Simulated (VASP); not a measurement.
# KF (Carobbiite) (Fm-3m) in VASP: a series of runs

Aim: see how the results for KF (Carobbiite) move with the level of theory and the settings. Levels: HSE03, PBE0, LDA. Tasks: band structure.

All numbers are computed with VASP 6.6.1; they aren't measurements. Logs are shortened: lines on timing, memory, paths and dates and some standing lists are left out, and cuts for length are marked.

### Step 1. Starting point

Symmetry: Fm-3m, No. 225, cubic system. The conventional cell has a = 5.344 Å, b = 5.344 Å, c = 5.344 Å, α = 90.00°, β = 90.00°, γ = 90.00°. K (site symmetry m-3m) has 6 F at 2.67 Å as nearest neighbours. F (site symmetry m-3m) has 6 K at 2.67 Å as nearest neighbours.

### Step 2. Band structure, HSE03

File POSCAR:

```
KF
1.0
    0.0000000000      2.6718500000      2.6718500000
    2.6718500000      0.0000000000      2.6718500000
    2.6718500000      2.6718500000      0.0000000000
K F
1 1
Direct
    0.0000000000      0.0000000000      0.0000000000
    0.5000000000      0.5000000000      0.5000000000
```

File INCAR.step1:

```
SYSTEM = KF
PREC = Accurate ; ENCUT = 520
EDIFF = 1E-5 ; ISMEAR = 0
SIGMA = 0.02 ; LREAL = .FALSE.
LASPH = .TRUE. ; NELM = 80
ALGO = Normal ; ISIF = 2
LWAVE = .TRUE. ; LCHARG = .FALSE.
GGA = PE ; KPAR = 4
```

File INCAR.step2:

```
SYSTEM = KF
PREC = Accurate ; ENCUT = 520
EDIFF = 1E-6 ; ISMEAR = 0
SIGMA = 0.02 ; LREAL = .FALSE.
LASPH = .TRUE. ; NELM = 80
ALGO = Normal ; ISIF = 2
LWAVE = .FALSE. ; LCHARG = .FALSE.
GGA = PE ; LHFCALC = .TRUE.
HFSCREEN = 0.3 ; PRECFOCK = Fast
ISTART = 1 ; KPAR = 4
```

File KPOINTS:

```
regular mesh
0
G
  6 6 6
  0 0 0
```

File KPOINTS_OPT:

```
path GXWKGLUWLK,UX
8
line-mode
reciprocal
 0.0000000000  0.0000000000  0.0000000000  G
 0.5000000000  0.0000000000  0.5000000000  X

 0.5000000000  0.0000000000  0.5000000000  X
 0.5000000000  0.2500000000  0.7500000000  W

 0.5000000000  0.2500000000  0.7500000000  W
 0.3750000000  0.3750000000  0.7500000000  K

 0.3750000000  0.3750000000  0.7500000000  K
 0.0000000000  0.0000000000  0.0000000000  G

 0.0000000000  0.0000000000  0.0000000000  G
 0.5000000000  0.5000000000  0.5000000000  L

 0.5000000000  0.5000000000  0.5000000000  L
 0.6250000000  0.2500000000  0.6250000000  U

 0.6250000000  0.2500000000  0.6250000000  U
 0.5000000000  0.2500000000  0.7500000000  W

 0.5000000000  0.2500000000  0.7500000000  W
 0.5000000000  0.5000000000  0.5000000000  L

 0.5000000000  0.5000000000  0.5000000000  L
 0.3750000000  0.3750000000  0.7500000000  K

 0.6250000000  0.2500000000  0.6250000000  U
 0.5000000000  0.0000000000  0.5000000000  X
```

Potentials or basis: VASP PAW PBE potentials, release 64 (K_sv, F).

The run is started by

```console
> cat potpaw_PBE.64/K_sv/POTCAR potpaw_PBE.64/F/POTCAR > POTCAR
> cp INCAR.step1 INCAR
> mpirun -np 4 vasp_std > vasp.out
> cp INCAR.step2 INCAR
> mpirun -np 4 vasp_std > vasp.out
```

OUTCAR:

```text
SYSTEM = KF
   PREC = Accurate
   ENCUT = 520
   EDIFF = 1E-6
   ISMEAR = 0
   LREAL = .FALSE.
   LASPH = .TRUE.
   NELM = 80
   ISIF = 2
   GGA = PE
   LHFCALC = .TRUE.
   HFSCREEN = 0.3
   PRECFOCK = Fast
   ISTART = 1

 ion  position               nearest neighbor table
   1  0.000  0.000  0.000-   2 2.67   2 2.67   2 2.67   2 2.67   2 2.67   2 2.67
   2  0.500  0.500  0.500-   1 2.67   1 2.67   1 2.67   1 2.67   1 2.67   1 2.67

  LATTYP: Found a face centered cubic cell.
 ALAT       =     5.3437000000

  Lattice vectors:

 A1 = (   0.0000000000,   2.6718500000,   2.6718500000)
 A2 = (   2.6718500000,   0.0000000000,   2.6718500000)
 A3 = (   2.6718500000,   2.6718500000,   0.0000000000)

Analysis of symmetry for initial positions (statically):
=====================================================================
 Subroutine PRICEL returns:
 Original cell was already a primitive cell.

 Routine SETGRP: Setting up the symmetry group for a
 face centered cubic supercell.

 Subroutine GETGRP returns: Found 48 space group operations
 (whereof 48 operations were pure point group operations)
 out of a pool of 48 trial point group operations.

The static configuration has the point symmetry O_h .

Analysis of symmetry for dynamics (positions and initial velocities):
=====================================================================
 Subroutine PRICEL returns:
 Original cell was already a primitive cell.

 Routine SETGRP: Setting up the symmetry group for a
 face centered cubic supercell.

 Subroutine GETGRP returns: Found 48 space group operations
 (whereof 48 operations were pure point group operations)
 out of a pool of 48 trial point group operations.

The dynamic configuration has the point symmetry O_h .

 Subroutine INISYM returns: Found 48 space group operations
 (whereof 48 operations are pure point group operations),
 and found     1 'primitive' translations

----------------------------------------------------------------------------------------

                                     Primitive cell

  volume of cell :      38.1475

  direct lattice vectors                    reciprocal lattice vectors
     0.000000000  2.671850000  2.671850000    -0.187136254  0.187136254  0.187136254
     2.671850000  0.000000000  2.671850000     0.187136254 -0.187136254  0.187136254
     2.671850000  2.671850000  0.000000000     0.187136254  0.187136254 -0.187136254

  length of vectors
     3.778566507  3.778566507  3.778566507     0.324129500  0.324129500  0.324129500

  position of ions in fractional coordinates (direct lattice)
     0.000000000  0.000000000  0.000000000
     0.500000000  0.500000000  0.500000000

  ion indices of the primitive-cell ions
   primitive index   ion index
                 1           1
                 2           2

----------------------------------------------------------------------------------------

 KPOINTS: regular mesh

Automatic generation of k-mesh.
 Grid dimensions read from file:
 generate k-points for:    6    6    6

 Generating k-lattice:

  Cartesian coordinates                     Fractional coordinates (reciprocal lattice)
    -0.031189376  0.031189376  0.031189376     0.166666667  0.000000000  0.000000000
     0.031189376 -0.031189376  0.031189376     0.000000000  0.166666667  0.000000000
     0.031189376  0.031189376 -0.031189376     0.000000000  0.000000000  0.166666667

  Length of vectors
     0.054021583  0.054021583  0.054021583

  Shift w.r.t. Gamma in fractional coordinates (k-lattice)
     0.000000000  0.000000000  0.000000000

 Subroutine IBZKPT returns following result:
 ===========================================

 Found     16 irreducible k-points:

 Following reciprocal coordinates:
            Coordinates               Weight
  0.000000  0.000000  0.000000      1.000000
  0.166667  0.000000  0.000000      8.000000
  0.333333  0.000000  0.000000      8.000000
  0.500000  0.000000  0.000000      4.000000
  0.166667  0.166667  0.000000      6.000000
  0.333333  0.166667  0.000000     24.000000
[... 41 lines left out ...]
  ext. energy  EPLUGINS =         0.00000000
  ---------------------------------------------------
  free energy    TOTEN  =        -9.78042391 eV

  energy without entropy =       -9.78042391  energy(sigma->0) =       -9.78042391

 E-fermi :  -4.1215     XC(G=0):  -7.0878

 val. band max:       -4.2268717093   @ k =   0.0000   0.0000   0.0000
 cond. band min:       3.6590541785   @ k =   0.0000   0.0000   0.0000
 fundamental gap:      7.8859258879
 Fermi energy:        -4.1215094198

 k-point     1 :       0.0000    0.0000    0.0000
  band No.  band energies     occupation
      1     -31.8373      2.00000
      2     -24.4050      2.00000
      3     -13.7493      2.00000
      4     -13.7493      2.00000
      5     -13.7493      2.00000
      6      -4.2270      2.00000
      7      -4.2270      2.00000
      8      -4.2269      2.00000
      9       3.6591      0.00000
     10       8.4782      0.00000
     11       8.4782      0.00000
     12       8.4782      0.00000

 k-point     2 :       0.1667    0.0000    0.0000
  band No.  band energies     occupation
      1     -31.8125      2.00000
      2     -24.4274      2.00000
      3     -13.8174      2.00000
      4     -13.7573      2.00000
      5     -13.7573      2.00000
      6      -4.4471      2.00000
      7      -4.3155      2.00000
      8      -4.3154      2.00000
      9       4.4069      0.00000
     10       8.0296      0.00000
     11       8.8633      0.00000
     12       8.8633      0.00000

 k-point     3 :       0.3333    0.0000    0.0000
  band No.  band energies     occupation
      1     -31.7621      2.00000
      2     -24.4721      2.00000
      3     -13.9523      2.00000
      4     -13.7728      2.00000
      5     -13.7728      2.00000
      6      -4.8295      2.00000
      7      -4.4878      2.00000
      8      -4.4877      2.00000
      9       6.0063      0.00000
     10       7.7276      0.00000
     11       9.6505      0.00000
     12       9.6505      0.00000
[... 166 lines left out ...]
 k-point    15 :      -0.3333    0.3333    0.1667
  band No.  band energies     occupation
      1     -31.7185      2.00000
      2     -24.4614      2.00000
      3     -14.1083      2.00000
      4     -14.0596      2.00000
      5     -13.8273      2.00000
      6      -4.6975      2.00000
      7      -4.4469      2.00000
      8      -4.4242      2.00000
      9       7.1983      0.00000
     10       7.5306      0.00000
     11       9.3117      0.00000
     12      11.2108      0.00000

 k-point    16 :      -0.3333    0.5000    0.1667
  band No.  band energies     occupation
      1     -31.7133      2.00000
      2     -24.4442      2.00000
      3     -14.2365      2.00000
      4     -14.0587      2.00000
      5     -13.8668      2.00000
      6      -4.5448      2.00000
      7      -4.4035      2.00000
      8      -4.3347      2.00000
      9       6.5626      0.00000
     10       8.2732      0.00000
     11       8.7787      0.00000
     12      11.5511      0.00000

------------------------ aborting loop because EDIFF is reached ----------------------------------------

  FORCE on cell =-STRESS in cart. coord.  units (eV):
  Direction    XX          YY          ZZ          XY          YZ          ZX
  --------------------------------------------------------------------------------------
  -------------------------------------------------------------------------------------
  Total        0.1350963      0.1350963      0.1350963      0.0000000      0.0000000      0.0000000
  in kB        5.6739784      5.6739784      5.6739784      0.0000000      0.0000000      0.0000000
  external PRESSURE =       5.6739784 kB  Pullay stress =       0.0000000 kB

 VOLUME and BASIS-vectors are now :
 -----------------------------------------------------------------------------
  energy-cutoff  :      520.00
  volume of cell :       38.15
      direct lattice vectors                 reciprocal lattice vectors
     0.000000000  2.671850000  2.671850000    -0.187136254  0.187136254  0.187136254
     2.671850000  0.000000000  2.671850000     0.187136254 -0.187136254  0.187136254
     2.671850000  2.671850000  0.000000000     0.187136254  0.187136254 -0.187136254

 POSITION                                       TOTAL-FORCE (eV/Angst)
 -----------------------------------------------------------------------------------
      0.00000      0.00000      0.00000         0.000000     -0.000000      0.000000
      2.67185      2.67185      2.67185        -0.000000      0.000000     -0.000000
 -----------------------------------------------------------------------------------
    total drift:                               -0.000000     -0.000000     -0.000000

  FREE ENERGIE OF THE ION-ELECTRON SYSTEM (eV)
  ---------------------------------------------------
  free  energy   TOTEN  =        -9.7804239108 eV

  energy  without entropy=       -9.7804239108  energy(sigma->0) =       -9.78042391
```

Run time: 7.9 min. Hardware: 4 MPI ranks of Intel Xeon Platinum 8488C (Sapphire Rapids), shared host; peak memory 0.31 GiB.

What came out:

```
Free energy             : -9.7804 eV
Pressure                : 0.6 GPa
Band gap on the k mesh  : 7.89 eV, direct
Band gap along the path : 7.89 eV, direct
```

Levels at the corners of the path, in eV from the valence-band top:
| point | band 5 | band 6 | band 7 | band 8 | band 9 | band 10 | band 11 | band 12 |
| --- | --- | --- | --- | --- | --- | --- | --- | --- |
| Γ | -9.52 | 0.00 | 0.00 | 0.00 | 7.89 | 12.70 | 12.70 | 12.70 |
| X | -9.74 | -0.19 | -0.05 | -0.05 | 10.03 | 12.32 | 13.63 | 15.95 |
| X | -9.74 | -0.19 | -0.05 | -0.05 | 10.03 | 12.32 | 13.63 | 15.93 |
| W | -9.61 | -0.41 | -0.15 | -0.15 | 11.60 | 11.60 | 13.29 | 15.60 |
| W | -9.61 | -0.41 | -0.15 | -0.15 | 11.60 | 11.60 | 13.29 | 15.61 |
| K | -9.67 | -0.33 | -0.19 | -0.18 | 10.79 | 12.61 | 13.14 | 15.91 |
| K | -9.67 | -0.33 | -0.19 | -0.18 | 10.79 | 12.61 | 13.14 | 15.92 |
| Γ | -9.52 | 0.00 | 0.00 | 0.00 | 7.89 | 12.70 | 12.70 | 12.70 |
| Γ | -9.52 | 0.00 | 0.00 | 0.00 | 7.89 | 12.70 | 12.70 | 12.70 |
| L | -9.55 | -0.77 | -0.34 | -0.34 | 10.91 | 12.38 | 14.23 | 14.23 |
| L | -9.55 | -0.77 | -0.34 | -0.34 | 10.91 | 12.38 | 14.23 | 14.23 |
| U | -9.67 | -0.33 | -0.19 | -0.18 | 10.79 | 12.61 | 13.14 | 15.92 |
| U | -9.67 | -0.33 | -0.19 | -0.18 | 10.79 | 12.61 | 13.14 | 15.92 |
| W | -9.61 | -0.41 | -0.15 | -0.15 | 11.60 | 11.60 | 13.29 | 15.60 |
| W | -9.61 | -0.41 | -0.15 | -0.15 | 11.60 | 11.60 | 13.29 | 15.60 |
| L | -9.55 | -0.77 | -0.34 | -0.34 | 10.91 | 12.38 | 14.23 | 14.23 |
| L | -9.55 | -0.77 | -0.34 | -0.34 | 10.91 | 12.38 | 14.23 | 14.23 |
| K | -9.67 | -0.33 | -0.19 | -0.18 | 10.79 | 12.61 | 13.14 | 15.92 |
| U | -9.67 | -0.33 | -0.19 | -0.18 | 10.79 | 12.61 | 13.14 | 15.93 |
| X | -9.74 | -0.19 | -0.05 | -0.05 | 10.03 | 12.32 | 13.63 | 15.94 |

Caveat: the PAW data sets were made with another functional, which shifts forces and pressure a little.

### Step 3. Band structure, PBE0

POSCAR is that of step 2.

INCAR.step1 is that of step 2.

Edit INCAR.step2 of step 2 so:

```diff
@@ -8,3 +8,4 @@
 GGA = PE ; LHFCALC = .TRUE.
-HFSCREEN = 0.3 ; PRECFOCK = Fast
-ISTART = 1 ; KPAR = 4
+AEXX = 0.25 ; PRECFOCK = Fast
+ISTART = 1 ; HFRCUT = -1
+KPAR = 4
```

KPOINTS is that of step 2.

KPOINTS_OPT is that of step 2.

Potentials or basis: VASP PAW PBE potentials, release 64 (K_sv, F).

The run is started by

```console
> cat potpaw_PBE.64/K_sv/POTCAR potpaw_PBE.64/F/POTCAR > POTCAR
> cp INCAR.step1 INCAR
> mpirun -np 4 vasp_std > vasp.out
> cp INCAR.step2 INCAR
> mpirun -np 4 vasp_std > vasp.out
```

Wall time 6.4 min (4 MPI ranks of Intel Xeon Platinum 8488C (Sapphire Rapids), shared host); peak memory 0.22 GiB.

Results (log left out):

* Free energy: -10.4796 eV
* Pressure: 0.5 GPa
* Band gap on the k mesh: 8.94 eV, direct
* Band gap along the path: 8.94 eV, direct

Levels at the corners of the path, in eV from the valence-band top:
```csv
point,band 4,band 5,band 6,band 7,band 8,band 9,band 10,band 11,band 12
Γ,-9.54,-9.54,0.00,0.00,0.00,8.94,13.81,13.81,13.81
X,-9.76,-9.76,-0.20,-0.06,-0.06,11.10,13.42,14.72,17.08
X,-9.76,-9.76,-0.20,-0.06,-0.06,11.10,13.42,14.72,17.05
W,-9.94,-9.62,-0.42,-0.16,-0.16,12.69,12.69,14.40,16.72
W,-9.94,-9.62,-0.42,-0.16,-0.16,12.69,12.69,14.40,16.73
K,-9.77,-9.69,-0.34,-0.20,-0.19,11.88,13.70,14.24,17.04
K,-9.77,-9.69,-0.34,-0.20,-0.19,11.88,13.70,14.24,17.05
Γ,-9.54,-9.54,0.00,0.00,0.00,8.94,13.81,13.81,13.81
Γ,-9.54,-9.54,0.00,0.00,0.00,8.94,13.81,13.81,13.81
L,-9.57,-9.57,-0.79,-0.36,-0.36,12.00,13.45,15.35,15.35
L,-9.57,-9.57,-0.79,-0.36,-0.36,12.00,13.45,15.35,15.35
U,-9.77,-9.69,-0.34,-0.20,-0.19,11.88,13.70,14.24,17.06
U,-9.77,-9.69,-0.34,-0.20,-0.19,11.88,13.70,14.24,17.05
W,-9.94,-9.62,-0.42,-0.16,-0.16,12.69,12.69,14.40,16.72
W,-9.94,-9.62,-0.42,-0.16,-0.16,12.69,12.69,14.40,16.73
L,-9.57,-9.57,-0.79,-0.36,-0.36,12.00,13.45,15.35,15.35
L,-9.57,-9.57,-0.79,-0.36,-0.36,12.00,13.45,15.35,15.35
K,-9.77,-9.69,-0.34,-0.20,-0.19,11.88,13.70,14.24,17.05
U,-9.77,-9.69,-0.34,-0.20,-0.19,11.88,13.70,14.24,17.06
X,-9.76,-9.76,-0.20,-0.06,-0.06,11.10,13.42,14.72,17.06
```

Caveat: the PAW data sets were made with another functional, which shifts forces and pressure a little.

### Step 4. Band structure, LDA

POSCAR is that of step 3.

File INCAR.step1:

```
SYSTEM = KF
PREC = Accurate
ENCUT = 520
EDIFF = 1E-7
ISMEAR = 0
SIGMA = 0.02
LREAL = .False.
LASPH = .True.
NELM = 60
ALGO = Normal
ISIF = 2
LWAVE = .False.
LCHARG = .True.
NBANDS = 15
```

File KPOINTS.step1:

```
Automatic mesh
0
Gamma
  10 10 10
  0 0 0
```

File INCAR.step2:

```
SYSTEM = KF
PREC = Accurate
ENCUT = 520
EDIFF = 1E-7
ISMEAR = 0
SIGMA = 0.05
LREAL = .False.
LASPH = .True.
NELM = 60
ALGO = Normal
ISIF = 2
LWAVE = .False.
LCHARG = .False.
NBANDS = 15
ICHARG = 11
```

File KPOINTS.step2:

```
path GXWKGLUWLK,UX
15
line-mode
reciprocal
 0.0000000000  0.0000000000  0.0000000000  G
 0.5000000000  0.0000000000  0.5000000000  X

 0.5000000000  0.0000000000  0.5000000000  X
 0.5000000000  0.2500000000  0.7500000000  W

 0.5000000000  0.2500000000  0.7500000000  W
 0.3750000000  0.3750000000  0.7500000000  K

 0.3750000000  0.3750000000  0.7500000000  K
 0.0000000000  0.0000000000  0.0000000000  G

 0.0000000000  0.0000000000  0.0000000000  G
 0.5000000000  0.5000000000  0.5000000000  L

 0.5000000000  0.5000000000  0.5000000000  L
 0.6250000000  0.2500000000  0.6250000000  U

 0.6250000000  0.2500000000  0.6250000000  U
 0.5000000000  0.2500000000  0.7500000000  W

 0.5000000000  0.2500000000  0.7500000000  W
 0.5000000000  0.5000000000  0.5000000000  L

 0.5000000000  0.5000000000  0.5000000000  L
 0.3750000000  0.3750000000  0.7500000000  K

 0.6250000000  0.2500000000  0.6250000000  U
 0.5000000000  0.0000000000  0.5000000000  X
```

Potentials or basis: VASP PAW LDA potentials, release 64 (K_sv, F).

The run is started by

```console
> cat potpaw_LDA.64/K_sv/POTCAR potpaw_LDA.64/F/POTCAR > POTCAR
> cp INCAR.step1 INCAR
> cp KPOINTS.step1 KPOINTS
> mpirun -np 1 vasp_std > vasp.out
> cp INCAR.step2 INCAR
> cp KPOINTS.step2 KPOINTS
> mpirun -np 1 vasp_std > vasp.out
```

It took 71 s on 1 thread of Intel Xeon Platinum 8259CL at 2.50GHz (Skylake/Cascade Lake), shared host; peak memory 0.19 GiB.

It converged, with:

```yaml
Band_gap_on_the_k_mesh: 5.79 eV, direct
Band_gap_along_the_path: 5.79 eV, direct
```

Levels at the corners of the path, in eV from the valence-band top:
```tsv
point	band 5	band 6	band 7	band 8	band 9	band 10	band 11	band 12
Γ	-9.10	0.00	0.00	0.00	5.79	10.51	10.51	10.51
X	-9.33	-0.21	-0.06	-0.06	7.90	10.11	11.39	13.58
X	-9.33	-0.21	-0.06	-0.06	7.90	10.11	11.39	13.58
W	-9.20	-0.43	-0.17	-0.17	9.44	9.44	11.06	13.26
W	-9.20	-0.43	-0.17	-0.17	9.44	9.44	11.06	13.26
K	-9.26	-0.36	-0.20	-0.20	8.66	10.41	10.91	13.55
K	-9.26	-0.36	-0.20	-0.20	8.66	10.41	10.91	13.55
Γ	-9.10	0.00	0.00	0.00	5.79	10.51	10.51	10.51
Γ	-9.10	0.00	0.00	0.00	5.79	10.51	10.51	10.51
L	-9.14	-0.85	-0.36	-0.36	8.78	10.22	11.97	11.97
L	-9.14	-0.85	-0.36	-0.36	8.78	10.22	11.97	11.97
U	-9.26	-0.36	-0.20	-0.20	8.66	10.41	10.91	13.55
U	-9.26	-0.36	-0.20	-0.20	8.66	10.41	10.91	13.55
W	-9.20	-0.43	-0.17	-0.17	9.44	9.44	11.06	13.26
W	-9.20	-0.43	-0.17	-0.17	9.44	9.44	11.06	13.26
L	-9.14	-0.85	-0.36	-0.36	8.78	10.22	11.97	11.97
L	-9.14	-0.85	-0.36	-0.36	8.78	10.22	11.97	11.97
K	-9.26	-0.36	-0.20	-0.20	8.66	10.41	10.91	13.55
U	-9.26	-0.36	-0.20	-0.20	8.66	10.41	10.91	13.55
X	-9.33	-0.21	-0.06	-0.06	7.90	10.11	11.39	13.58
```

Caveat: the log is that of the step along the path at fixed density, whose energy, stress, charges and moments have no meaning.

### Step 5. The reference run

An earlier run on the cell as given: functional PBE; potentials or basis VASP PAW PBE potentials, release 64 (K_sv, F); cutoff 520 eV; k mesh 9 × 9 × 9; occupations fermi-dirac, width 0.05 eV; no spin polarisation.

* Pressure: 1.4 GPa
* Band gap on the k mesh: 6.17 eV, direct

### Step 6. Summary

```tsv
task	level	potentials or basis	k mesh	smearing	ladder	grid for exact exchange (PRECFOCK)	exchange at q = 0	gap on the mesh (eV)	pressure (GPa)
band structure	HSE03	VASP PAW PBE potentials, release 64 (K_sv, F)	6 × 6 × 6	gaussian 0.02 eV	free	Fast	-	7.89	0.6
band structure	PBE0	VASP PAW PBE potentials, release 64 (K_sv, F)	6 × 6 × 6	gaussian 0.02 eV	free	Fast	truncated	8.94	0.5
band structure	LDA	VASP PAW LDA potentials, release 64 (K_sv, F)	10 × 10 × 10	gaussian 0.02 eV	free	-	-	5.79	-
single point	PBE	VASP PAW PBE potentials, release 64 (K_sv, F)	9 × 9 × 9	fermi-dirac 0.05 eV	-	-	-	6.17	1.4
```

Alike in all rows: no spin polarisation; cell as given; cutoff (eV) 520.

Caveats: the PAW data sets were made with another functional, which shifts forces and pressure a little (some runs); an odd mesh through Γ misses points on the zone boundary, where band edges often lie (some runs).

Absolute energies hang on the potentials; compare differences alone.
